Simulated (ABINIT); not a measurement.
# HfB2 (P6/mmm) in ABINIT: a series of runs

The runs below take HfB2 through single point, relaxation of cell and atoms, with PBE.

All numbers are computed with ABINIT 10.8.3 (patched build); they aren't measurements. Logs are shortened: lines on timing, memory, paths and dates and some standing lists are left out, and cuts for length are marked. The log counts tension as positive stress, the text compression.

## (1) The structure

The structure is hexagonal, space group P6/mmm (No. 191). Conventional cell: a = 3.140 Å, b = 3.140 Å, c = 3.480 Å, α = 90.00°, β = 90.00°, γ = 120.00°. Hf (site symmetry 6/mmm) is surrounded by 12 B at 2.51 Å. B (site symmetry -6m2) has 3 B at 1.81 Å as nearest neighbours.

## (2) Single point, PBE

Input file run.abi:

```
# Pseudopotentials
pp_dirpath "./"
pseudos "Hf.upf, B.upf"

# Structure
acell 5.9337400313 5.9337400314 6.5762469137
rprim
     1.0000000000     0.0000000000     0.0000000000
    -0.5000000000     0.8660254038     0.0000000000
     0.0000000000     0.0000000000     1.0000000000
ntypat 2
znucl 72 5
natom 3
typat 1 2 2
xred
     0.0000000000     0.0000000000     0.0000000000
     0.6666666667     0.3333333333     0.5000000000
     0.3333333333     0.6666666667     0.5000000000

# Plane-wave basis
ecut 28.0

# k points
kptopt 1
ngkpt 8 8 6
nshiftk 1
shiftk 0.0 0.0 0.0

# Exchange and correlation
ixc 11

# Bands and occupations
nband 13
occopt 3
tsmear 0.05 eV

# SCF cycle
nstep 100
tolvrs 1.0e-10

# Output
iomode 3
prtwf 0
prtden 0
prteig 0
prtebands 0
```

Potentials or basis: PseudoDojo NC SR PBE v0.4.1 standard.

Run with:

```console
$ abinit run.abi > log 2>&1
```

run.abo:

```text
.Version 10.8.3 of ABINIT
 Symmetries : space group P6/m m m (#191); Bravais hP (primitive hexag.)
================================================================================
 Values of the parameters that define the memory need of the present run
     intxc =       0    ionmov =       0      iscf =       7    lmnmax =       8
     lnmax =       8     mgfft =      32  mpssoang =       4    mqgrid =    3001
     natom =       3  nloc_mem =       1    nspden =       1   nspinor =       1
    nsppol =       1      nsym =      24    n1xccc =    2501    ntypat =       2
    occopt =       3   xclevel =       2
       mpw =        1436          nfft =       28800          nkpt =          40
================================================================================
================================================================================

--------------------------------------------------------------------------------
------------- Echo of variables that govern the present computation ------------
--------------------------------------------------------------------------------
 -outvars: echo values of preprocessed input variables --------
            acell      5.9337400313E+00  5.9337400314E+00  6.5762469137E+00 Bohr
              amu      1.78490000E+02  1.08110000E+01
             ecut      2.80000000E+01 Hartree
              ixc          11
         kptrlatt        8    0    0      0    8    0      0    0    6
          kptrlen      3.94574815E+01
            natom           3
            nband          13
            ngfft          30      30      32
             nkpt          40
            nstep         100
             nsym          24
           ntypat           2
           occopt           3
           prtden           0
        prtebands           0
           prteig           0
            prtwf           0
            rprim      1.0000000000E+00  0.0000000000E+00  0.0000000000E+00
                      -5.0000000000E-01  8.6602540380E-01  0.0000000000E+00
                       0.0000000000E+00  0.0000000000E+00  1.0000000000E+00
          spgroup         191
           tolvrs      1.00000000E-10
           tsmear      1.83746611E-03 Hartree
            typat      1  2  2
           xangst      0.0000000000E+00  0.0000000000E+00  0.0000000000E+00
                       1.5699999989E+00  9.0643992204E-01  1.7399999988E+00
                      -1.7639296020E-11  1.8128798441E+00  1.7399999988E+00
            xcart      0.0000000000E+00  0.0000000000E+00  0.0000000000E+00
                       2.9668700156E+00  1.7129232022E+00  3.2881234569E+00
                      -3.3333438531E-11  3.4258464045E+00  3.2881234569E+00
             xred      0.0000000000E+00  0.0000000000E+00  0.0000000000E+00
                       6.6666666667E-01  3.3333333333E-01  5.0000000000E-01
                       3.3333333333E-01  6.6666666667E-01  5.0000000000E-01
            znucl       72.00000    5.00000

================================================================================

 chkinp: Checking input parameters for consistency.

================================================================================
== DATASET  1 ==================================================================

--- !DatasetInfo
iteration_state: {dtset: 1, }
dimensions: {natom: 3, nkpt: 40, mband: 13, nsppol: 1, nspinor: 1, nspden: 1, mpw: 1436, }
cutoff_energies: {ecut:  28.0, pawecutdg:  -1.0, }
electrons: {nelect:   1.80000000E+01, charge:   0.00000000E+00, occopt:   3.00000000E+00, tsmear:   1.83746611E-03, }
meta: {optdriver: 0, ionmov: 0, optcell: 0, iscf: 7, paral_kgb: 0, }
...

 Exchange-correlation functional for the present dataset will be:
  GGA: Perdew-Burke-Ernzerhof functional - ixc=11
  J.P.Perdew, K.Burke, M.Ernzerhof, PRL 77, 3865 (1996)

 Real(R)+Recip(G) space primitive vectors, cartesian coordinates (Bohr,Bohr^-1):
 R(1)=  5.9337400  0.0000000  0.0000000  G(1)=  0.1685278  0.0972996  0.0000000
 R(2)= -2.9668700  5.1387696  0.0000000  G(2)=  0.0000000  0.1945991  0.0000000
 R(3)=  0.0000000  0.0000000  6.5762469  G(3)=  0.0000000  0.0000000  0.1520624
 Unit cell volume ucvol=  2.0052373E+02 bohr^3
 Angles (23,13,12)=  9.00000000E+01  9.00000000E+01  1.20000000E+02 degrees

 getcut: wavevector=  0.0000  0.0000  0.0000  ngfft=  30  30  32
         ecut(hartree)=     28.000   => boxcut(ratio)=   2.04281

--- Pseudopotential description ------------------------------------------------
- pspini: atom type   1  psp file is ./Hf.upf
12 -101130 3 -1 1656                          pspcod,pspxc,lmax,lloc,mmax
     nproj     2     2     2     2

- pspini: atom type   2  psp file is ./B.upf
12 -101130 1 -1 1534                          pspcod,pspxc,lmax,lloc,mmax
     nproj     2     2     0     0

   5.16981327E+02                                ecore*ucvol(ha*bohr**3)
--------------------------------------------------------------------------------

================================================================================

--- !BeginCycle
iteration_state: {dtset: 1, }
solver: {iscf: 7, nstep: 100, nline: 4, wfoptalg: 0, }
tolerances: {tolvrs: 1.00E-10, }
...

     iter   Etot(hartree)      deltaE(h)  residm     vres2
 ETOT  1  -62.320424320388    -6.232E+01 6.581E-02 3.338E+02
 ETOT  2  -62.387425069777    -6.700E-02 4.521E-02 8.108E+01
 ETOT  3  -62.404686433936    -1.726E-02 1.702E-02 4.770E-02
 ETOT  4  -62.404709580557    -2.315E-05 9.343E-03 1.644E-03
 ETOT  5  -62.404709951123    -3.706E-07 1.876E-03 2.412E-06
 ETOT  6  -62.404709951934    -8.118E-10 1.184E-03 3.116E-08
 ETOT  7  -62.404709951945    -1.059E-11 8.549E-04 1.858E-10
 ETOT  8  -62.404709951944     5.755E-13 1.192E-03 3.853E-12

 At SCF step    8       vres2   =  3.85E-12 < tolvrs=  1.00E-10 =>converged.

 Cartesian components of stress tensor (hartree/bohr^3)
  sigma(1 1)= -2.54116332E-05  sigma(3 2)=  0.00000000E+00
  sigma(2 2)= -2.54116341E-05  sigma(3 1)=  0.00000000E+00
  sigma(3 3)= -3.31571025E-05  sigma(2 1)=  1.24851902E-13

--- !ResultsGS
iteration_state: {dtset: 1, }
comment   : Summary of ground state results
lattice_vectors:
- [  5.9337400,   0.0000000,   0.0000000, ]
- [ -2.9668700,   5.1387696,   0.0000000, ]
- [  0.0000000,   0.0000000,   6.5762469, ]
lattice_lengths: [   5.93374,    5.93374,    6.57625, ]
lattice_angles: [ 90.000,  90.000, 120.000, ] # degrees, (23, 13, 12)
lattice_volume:   2.0052373E+02
convergence: {deltae:  5.755E-13, res2:  3.853E-12, residm:  1.192E-03, diffor: null, }
etotal    :  -6.24047100E+01
entropy   :   0.00000000E+00
fermie    :   4.70105483E-01
cartesian_stress_tensor: # hartree/bohr^3
- [ -2.54116332E-05,   1.24851902E-13,   0.00000000E+00, ]
- [  1.24851902E-13,  -2.54116341E-05,   0.00000000E+00, ]
- [  0.00000000E+00,   0.00000000E+00,  -3.31571025E-05, ]
pressure_GPa:   8.2360E-01
xred      :
- [  0.0000E+00,   0.0000E+00,   0.0000E+00, Hf]
- [  6.6667E-01,   3.3333E-01,   5.0000E-01,  B]
- [  3.3333E-01,   6.6667E-01,   5.0000E-01,  B]
cartesian_forces: # hartree/bohr
- [ -0.00000000E+00,  -0.00000000E+00,  -0.00000000E+00, ]
- [ -4.53785506E-29,  -5.23986368E-29,  -0.00000000E+00, ]
- [  4.53785506E-29,   5.23986368E-29,  -0.00000000E+00, ]
force_length_stats: {min:   0.00000000E+00, max:   6.93168810E-29, mean:   4.62112540E-29, }
...

 Integrated electronic density in atomic spheres:
 ------------------------------------------------
 Atom  Sphere_radius  Integrated_density
    1        2.00000          8.51722226
    2        2.00000          2.73257412
    3        2.00000          2.73257412
================================================================================

 ----iterations are completed or convergence reached----

 Mean square residual over all n,k,spin=   81.863E-07; max=  11.923E-04
 reduced coordinates (array xred) for    3 atoms
       0.000000000000      0.000000000000      0.000000000000
       0.666666666667      0.333333333333      0.500000000000
       0.333333333333      0.666666666667      0.500000000000
 rms dE/dt=  1.4191E-28; max dE/dt=  2.6926E-28; dE/dt below (all hartree)
    1       0.000000000000      0.000000000000      0.000000000000
    2       0.000000000000      0.000000000000      0.000000000000
    3      -0.000000000000     -0.000000000000      0.000000000000

 cartesian coordinates (angstrom) at end:
    1      0.00000000000000     0.00000000000000     0.00000000000000
    2      1.56999999891948     0.90643992204053     1.73999999882018
    3     -0.00000000001764     1.81287984408106     1.73999999882018

 cartesian forces (hartree/bohr) at end:
    1     -0.00000000000000    -0.00000000000000    -0.00000000000000
    2     -0.00000000000000    -0.00000000000000    -0.00000000000000
    3      0.00000000000000     0.00000000000000    -0.00000000000000
 frms,max,avg= 3.2676291E-29 5.2398637E-29   0.000E+00  0.000E+00  0.000E+00 h/b

 cartesian forces (eV/Angstrom) at end:
    1     -0.00000000000000    -0.00000000000000    -0.00000000000000
    2     -0.00000000000000    -0.00000000000000    -0.00000000000000
    3      0.00000000000000     0.00000000000000    -0.00000000000000
 frms,max,avg= 1.6802824E-27 2.6944462E-27   0.000E+00  0.000E+00  0.000E+00 e/A
 length scales=  5.933740031300  5.933740031400  6.576246913700 bohr
              =  3.139999997857  3.139999997910  3.479999997640 angstroms
 Fermi (or HOMO) energy (hartree) =   0.47011   Average Vxc (hartree)=  -0.47596
 Eigenvalues (hartree) for nkpt=  40  k points:
 kpt#   1, nband= 13, wtk=  0.00260, kpt=  0.0000  0.0000  0.0000 (reduced coord)
  -1.80469   -0.66047   -0.64248   -0.64248   -0.04161    0.35388    0.35706    0.35706
   0.36180    0.61243    0.61252    0.63521    0.64213
      occupation numbers for kpt#   1
   2.00000    2.00000    2.00000    2.00000    2.00000    2.00000    2.00000    2.00000
   2.00000    0.00000    0.00000    0.00000    0.00000
 prteigrs : prtvol=0 or 1, do not print more k-points.

--- !EnergyTerms
iteration_state     : {dtset: 1, }
comment             : Components of total free energy in Hartree
kinetic             :  1.87417386826117E+01
hartree             :  6.49226192344194E+00
xc                  : -1.68367683503897E+01
Ewald energy        : -4.88499196941104E+01
psp_core            :  2.57815535702603E+00
local_psp           : -2.73063809882674E+01
non_local_psp       :  2.77628413369806E+00
internal            : -6.24046289359898E+01
'-kT*entropy'       : -8.10159546193464E-05
total_energy        : -6.24047099519444E+01
total_energy_eV     : -1.69811866607077E+03
band_energy         : -4.99913504351874E+00
...

 Cartesian components of stress tensor (hartree/bohr^3)
  sigma(1 1)= -2.54116332E-05  sigma(3 2)=  0.00000000E+00
  sigma(2 2)= -2.54116341E-05  sigma(3 1)=  0.00000000E+00
  sigma(3 3)= -3.31571025E-05  sigma(2 1)=  1.24851902E-13

-Cartesian components of stress tensor (GPa)         [Pressure=  8.2360E-01 GPa]
- sigma(1 1)= -7.47636060E-01  sigma(3 2)=  0.00000000E+00
- sigma(2 2)= -7.47636086E-01  sigma(3 1)=  0.00000000E+00
- sigma(3 3)= -9.75515635E-01  sigma(2 1)=  3.67326976E-09

== END DATASET(S) ==============================================================
================================================================================

 -outvars: echo values of variables after computation  --------
            acell      5.9337400313E+00  5.9337400314E+00  6.5762469137E+00 Bohr
           etotal     -6.2404709952E+01
            fcart     -0.0000000000E+00 -0.0000000000E+00 -0.0000000000E+00
                      -4.5378550610E-29 -5.2398636819E-29 -0.0000000000E+00
                       4.5378550610E-29  5.2398636819E-29 -0.0000000000E+00
            rprim      1.0000000000E+00  0.0000000000E+00  0.0000000000E+00
                      -5.0000000000E-01  8.6602540380E-01  0.0000000000E+00
                       0.0000000000E+00  0.0000000000E+00  1.0000000000E+00
           strten     -2.5411633180E-05 -2.5411634073E-05 -3.3157102483E-05
                       0.0000000000E+00  0.0000000000E+00  1.2485190161E-13
           xangst      0.0000000000E+00  0.0000000000E+00  0.0000000000E+00
                       1.5699999989E+00  9.0643992204E-01  1.7399999988E+00
                      -1.7639296020E-11  1.8128798441E+00  1.7399999988E+00
             xred      0.0000000000E+00  0.0000000000E+00  0.0000000000E+00
                       6.6666666667E-01  3.3333333333E-01  5.0000000000E-01
                       3.3333333333E-01  6.6666666667E-01  5.0000000000E-01
 Calculation completed.
```

Run time: 18 s. Hardware: 1 thread of Arm Neoverse V2, shared host; peak memory 0.07 GiB.

Results:

| Quantity | Value |
| --- | --- |
| Free energy | -1698.1187 eV |
| Pressure | 0.8 GPa |
| Band gap on the k mesh | none (metal or under the smearing width) |
| Valence electrons inside the program's atomic spheres | Hf 8.52; B 2.73 |

Stress tensor (GPa, compression positive):
```
0.75 0.00 0.00
0.00 0.75 0.00
0.00 0.00 0.98
```

Levels at points of the mesh, in eV from the Fermi level:
| k point | band 6 | band 7 | band 8 | band 9 | band 10 | band 11 | band 12 | band 13 |
| --- | --- | --- | --- | --- | --- | --- | --- | --- |
| (0.00, 0.00, 0.00) | -3.16 | -3.08 | -3.08 | -2.95 | 3.87 | 3.88 | 4.49 | 4.68 |
| (0.50, 0.00, 0.00) | -9.22 | -4.30 | -3.60 | -3.02 | 1.96 | 2.58 | 5.41 | 5.58 |
| (0.00, 0.00, 0.50) | -8.54 | -1.36 | -1.36 | 0.16 | 0.16 | 0.84 | 0.84 | 2.07 |
| (0.50, 0.00, 0.50) | -7.68 | -5.15 | -4.88 | -2.85 | 3.86 | 4.01 | 6.11 | 7.08 |

Spin-orbit coupling is left out, which matters for the levels of Hf.

## (3) Relaxation of cell and atoms, PBE

Input file run.abi:

```
pp_dirpath "./"
pseudos "Hf.upf, B.upf"

acell 3*1.0 Angstrom
rprim
     3.1400000000     0.0000000000     0.0000000000
    -1.5700000000     2.7193197679     0.0000000000
     0.0000000000     0.0000000000     3.4800000000
ntypat 2
znucl 72 5
natom 3
typat 1 2 2
chkprim 0
chksymtnons 0
tolsym 1.0e-6
xred
            0.0            0.0            0.0
            2/3            1/3            1/2
            1/3            2/3            1/2

ecut 38.0
ecutsm 0.5

kptopt 1
ngkpt 8 8 6
nshiftk 1
shiftk 0.0 0.0 0.0

ixc 11

nband 13
occopt 3
tsmear 0.00183747

nstep 80
tolvrs 1.0e-12

iomode 3
prteig 0
prtebands 0
prtwf 0
prtden 0

ionmov 2
optcell 2
ntime 50
tolmxf 2.0e-5
dilatmx 1.08
```

Potentials or basis: PseudoDojo NC SR PBE v0.4.1 standard.

Run with:

```console
$ abinit run.abi > log 2>&1
```

Run time: 2.7 min. Hardware: 1 thread of Arm Neoverse V2, shared host; peak memory 0.09 GiB.

Results (log left out):

| Property | Result |
| --- | --- |
| Free energy | -1698.1497 eV |
| Relaxed volume | 9.97 Å³/atom |
| Relaxed cell | a = 3.146 Å, b = 3.146 Å, c = 3.491 Å, α = 90.00°, β = 90.00°, γ = 120.00° |
| Space group after relaxing (to 0.05 Å) | P6/mmm (No. 191) |
| Energy gained by relaxing | 0.4 meV/atom |
| Ionic steps | 6 |
| Pressure after relaxing | 0.0 GPa |
| Band gap on the k mesh | none (metal or under the smearing width) |

The path:
```tsv
step	energy change (eV)	largest force (eV/Å)	pressure (GPa)	volume (Å³)
1	0.0000	0.0000	1.71	29.71
2	-0.0010	0.0000	0.38	29.87
3	-0.0011	0.0000	-0.01	29.92
4	-0.0011	0.0000	-0.03	29.92
5	-0.0011	0.0000	-0.01	29.92
6	-0.0011	0.0000	0.00	29.92
```

Final structure:
```
CELL_PARAMETERS angstrom
3.14562 0.00000 0.00000
-1.57281 2.72419 0.00000
0.00000 0.00000 3.49138
ATOMIC_POSITIONS crystal
Hf 0.00000 0.00000 0.00000
B 0.66667 0.33333 0.50000
B 0.33333 0.66667 0.50000
```

The run has no spin-orbit coupling, so splittings on Hf are missing. Zero-point motion and thermal expansion aren't in these numbers.

(Continued in part 2 of 2.)
